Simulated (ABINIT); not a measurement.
# Fe (Fmmm) in ABINIT: optical spectrum with PBEsol

Aim: the optical spectrum of Fe with PBEsol.

All numbers are computed with ABINIT 10.8.3 (patched build); they aren't measurements. Logs are shortened: lines on timing, memory, paths and dates and some standing lists are left out, and cuts for length are marked. The log counts tension as positive stress, the text compression.

## 1. The structure

The structure is orthorhombic, space group Fmmm (No. 69). Conventional cell: a = 2.997 Å, b = 3.883 Å, c = 3.930 Å, α = 90.00°, β = 90.00°, γ = 90.00°. Fe (site symmetry mmm) is surrounded by 12 Fe at 2.45 to 2.76 Å.

## 2. Optical spectrum, PBEsol, collinear spin, ferromagnetic start

run.abi reads:

```
# Datasets
ndtset 3

# Pseudopotentials
pp_dirpath "./"
pseudos "Fe.upf"

# Structure
acell 3*1.0 Angstrom
rprim
     0.0000000000     1.9417396906     1.9651051623
     1.4984397099     0.0000000000     1.9651051623
     1.4984397099     1.9417396906     0.0000000000
ntypat 1
znucl 26
natom 1
typat 1
chkprim 0
chksymtnons 0
tolsym 1.0e-6
xred
            0.0            0.0            0.0

# Plane-wave basis
ecut 41.0

# k points
ngkpt 18 18 18
nshiftk 1
shiftk 0.0 0.0 0.0
istwfk *1

# Exchange and correlation
ixc -116133

# Bands and occupations
occopt 7
tsmear 0.00499791

# Spin
nsppol 2
spinat
     0.0000000000     0.0000000000     3.0000000000

# SCF cycle
nstep 80

# Output
iomode 3
prteig 0
prtebands 0

# Dataset 1: ground state
nband1 13
tolvrs1 1.0e-12
prtden1 1
prtwf1 0
kptopt1 1

# Dataset 2: empty bands at fixed density
iscf2 -3
getden2 1
nband2 24
nbdbuf2 4
tolwfr2 1.0e-12
nstep2 120
prtden2 0
kptopt2 1

# Dataset 3: wave functions and velocity matrix elements in the full zone
optdriver3 8
wfk_task3 "wfk_optics_fullbz"
getwfk3 2
nband3 20
kptopt3 1
prtevk3 1
inclvkb3 2
```

optic.abi reads:

```
&FILES
 ddkfile_1 = 'runo_DS3_1_EVK.nc',
 ddkfile_2 = 'runo_DS3_2_EVK.nc',
 ddkfile_3 = 'runo_DS3_3_EVK.nc',
 wfkfile = 'runo_DS3_WFK.nc'
/
&PARAMETERS
 broadening = 0.007350,
 domega = 0.002,
 maxomega = 0.8,
 scissor = 0.000000,
 tolerance = 0.002
/
&COMPUTATIONS
 num_lin_comp = 3,
 lin_comp = 11,22,33,
 num_nonlin_comp = 0
/
```

Potentials or basis: PseudoDojo NC SR PBEsol v0.4.1 standard.

Started as:

```bash
> mpirun --bind-to none -np 4 abinit run.abi > log 2>&1
> optic optic.abi > optic.log 2>&1
```

run.abo:

```text
.Version 10.8.3 of ABINIT
 DATASET    1 : space group Fm m m (# 69); Bravais oF (face-center ortho.)
================================================================================
 Values of the parameters that define the memory need for DATASET  1.
     intxc =       0    ionmov =       0      iscf =       7    lmnmax =       6
     lnmax =       6     mgfft =      32  mpssoang =       3    mqgrid =    3001
     natom =       1  nloc_mem =       1    nspden =       2   nspinor =       1
    nsppol =       2      nsym =       8    n1xccc =    2501    ntypat =       1
    occopt =       7   xclevel =       2
       mpw =         985          nfft =       32768          nkpt =         865
================================================================================
================================================================================
[... 13 lines left out ...]
 DATASET    3 : space group Fm m m (# 69); Bravais oF (face-center ortho.)
================================================================================
 Values of the parameters that define the memory need for DATASET  3.
     intxc =       0    ionmov =       0      iscf =       7    lmnmax =       6
     lnmax =       6     mgfft =      32  mpssoang =       3    mqgrid =    3001
     natom =       1  nloc_mem =       1    nspden =       2   nspinor =       1
    nsppol =       2      nsym =       8    n1xccc =    2501    ntypat =       1
    occopt =       7   xclevel =       2
       mpw =         985          nfft =       32768          nkpt =         865
================================================================================
================================================================================

--------------------------------------------------------------------------------
------------- Echo of variables that govern the present computation ------------
--------------------------------------------------------------------------------
 -outvars: echo values of preprocessed input variables --------
            acell      1.8897261259E+00  1.8897261259E+00  1.8897261259E+00 Bohr
              amu      5.58470000E+01
          chkprim           0
      chksymtnons           0
             ecut      4.10000000E+01 Hartree
           getden1          0
           getden2          1
           getden3          0
           getwfk1          0
           getwfk2          0
           getwfk3          2
             iscf1          7
             iscf2         -3
             iscf3          7
                       outvar_i_n : Printing only first  50 k-points.
              ixc     -116133
           jdtset        1    2    3
                       outvar_i_n : Printing only first  50 k-points.
         kptrlatt       18    0    0      0   18    0      0    0   18
          kptrlen      8.34283281E+01
            natom           1
            nband1         13
            nband2         24
[... 884 lines left out ...]
   1.61491    1.61799    1.70519    1.71500    1.72852    2.27004    2.51881    2.79349
      occupation numbers for kpt#   1
   1.00000    1.00000    1.00000    1.00000    1.00000    1.00000    1.00000    1.00000
   1.00000    1.00000    0.00000    0.00000    0.00000    0.00000    0.00000    0.00000
   0.00000    0.00000    0.00000    0.00000    0.00000    0.00000    0.00000    0.00000
 prteigrs : prtvol=0 or 1, do not print more k-points.

 Eigenvalues (hartree) for nkpt= 865  k points, SPIN DOWN:
 kpt#   1, nband= 24, wtk=  0.00017, kpt=  0.0000  0.0000  0.0000 (reduced coord)
  -2.65615   -1.40264   -1.40242   -1.40224    0.16948    0.45854    0.46389    0.48225
   0.52714    0.54967    1.32410    1.38071    1.39124    1.56810    1.59691    1.63330
   1.64362    1.64664    1.74023    1.74510    1.76305    2.28354    2.54550    2.82189
      occupation numbers for kpt#   1
   1.00000    1.00000    1.00000    1.00000    1.00000    1.00000    0.99973    0.04123
   0.00000    0.00000    0.00000    0.00000    0.00000    0.00000    0.00000    0.00000
   0.00000    0.00000    0.00000    0.00000    0.00000    0.00000    0.00000    0.00000
 prteigrs : prtvol=0 or 1, do not print more k-points.

--- !EnergyTerms
iteration_state     : {dtset: 2, }
comment             : Components of total free energy in Hartree
kinetic             :  5.73458635828864E+01
hartree             :  3.06355310722647E+01
xc                  : -1.76125399269923E+01
Ewald energy        : -8.68344212945665E+01
psp_core            :  3.11999542457739E+00
local_psp           : -1.04883451667145E+02
non_local_psp       : -6.98735315705160E+00
internal            : -1.25216375966027E+02
'-kT*entropy'       : -3.49405502935344E-04
total_energy        : -1.25216725371530E+02
...

--- !EnergyTermsDC
iteration_state     : {dtset: 2, }
comment             : '"Double-counting" decomposition of free energy'
band_energy         : -1.10057451911245E+01
Ewald energy        : -8.68344212945665E+01
psp_core            :  3.11999542457739E+00
xc_dc               : -3.04962050552759E+01
internal            : -1.25216376116389E+02
'-kT*entropy'       : -3.49405502935344E-04
total_energy_dc     : -1.25216725521892E+02
...

================================================================================
== DATASET  3 ==================================================================

--- !DatasetInfo
iteration_state: {dtset: 3, }
dimensions: {natom: 1, nkpt: 865, mband: 20, nsppol: 2, nspinor: 1, nspden: 2, mpw: 985, }
cutoff_energies: {ecut:  41.0, pawecutdg:  -1.0, }
electrons: {nelect:   1.60000000E+01, charge:   0.00000000E+00, occopt:   7.00000000E+00, tsmear:   4.99791000E-03, }
meta: {optdriver: 8, wfk_task: 7, }
...

 mkfilename : getwfk/=0, take file _WFK from output of DATASET   2.

--------------------------------------------------------------------------------

 Computation of velocity matrix elements (DDK)

 Parameters extracted from the Abinit header:
    ecut:     41.0
    nkpt:    5832
    mband:   24
    nsppol:  2
    nspinor: 1
    useylm:  0
    inclvkb: 2
    bmin: 1, bmax: 24
    Computing diagonal and off-diagonal matrix elements
    Between band index bmin: 1, bmax: 24

== END DATASET(S) ==============================================================
================================================================================

 -outvars: echo values of variables after computation  --------
            acell      1.8897261259E+00  1.8897261259E+00  1.8897261259E+00 Bohr
           etotal1    -1.2521672552E+02
           etotal2    -1.2521672552E+02
           etotal3     0.0000000000E+00
            fcart1    -0.0000000000E+00 -0.0000000000E+00 -0.0000000000E+00
            fcart3     0.0000000000E+00  0.0000000000E+00  0.0000000000E+00
            rprim      0.0000000000E+00  1.9417396906E+00  1.9651051623E+00
                       1.4984397099E+00  0.0000000000E+00  1.9651051623E+00
                       1.4984397099E+00  1.9417396906E+00  0.0000000000E+00
           strten1     5.6885881776E-04  2.7693033697E-04  3.3532499324E-04
                       0.0000000000E+00  0.0000000000E+00  0.0000000000E+00
           strten3     0.0000000000E+00  0.0000000000E+00  0.0000000000E+00
                       0.0000000000E+00  0.0000000000E+00  0.0000000000E+00
 Calculation completed.
```

Wall time 4.6 min (4 MPI ranks of AMD EPYC 9R45 (Zen 5), shared host); peak memory 9.4 GiB.

What came out:

- Free energy: -3407.3207 eV
- Pressure: -11.6 GPa
- Band gap on the k mesh: none (metal or under the smearing width)
- Net moment: 2.26 μB per cell
- Site moments: Fe +2.29 μB

Dielectric function (mean over the directions given):
```tsv
energy (eV)	real part	imaginary part
0.33	48.93	37.65
0.76	27.82	32.10
1.31	13.67	27.29
1.74	10.01	23.53
2.29	7.20	21.40
2.83	1.54	22.55
3.27	-3.73	18.82
3.81	-6.60	12.19
4.25	-5.47	7.59
4.79	-2.72	5.54
5.33	-2.18	5.01
5.77	-1.46	4.08
6.31	-0.10	4.15
6.75	-0.65	5.05
7.29	-1.43	3.61
7.84	-1.01	2.44
8.27	-0.22	2.16
8.82	0.44	2.26
9.36	0.53	2.77
9.80	0.57	2.65
10.34	0.27	2.80
10.78	0.13	2.54
11.32	0.18	2.43
11.86	0.32	2.22
12.30	0.29	2.29
12.84	0.18	2.16
13.28	0.19	2.10
13.82	0.09	1.86
14.37	0.09	1.77
14.80	0.18	1.59
15.35	0.23	1.56
15.89	0.23	1.43
16.33	0.31	1.34
16.87	0.41	1.34
17.31	0.48	1.32
17.85	0.46	1.35
18.39	0.47	1.34
18.83	0.54	1.32
19.38	0.47	1.41
19.92	0.38	1.39
```

Caveat: the intraband (Drude) term is left out; spectra need much finer meshes, so this one isn't converged; independent-particle spectra lack excitons.
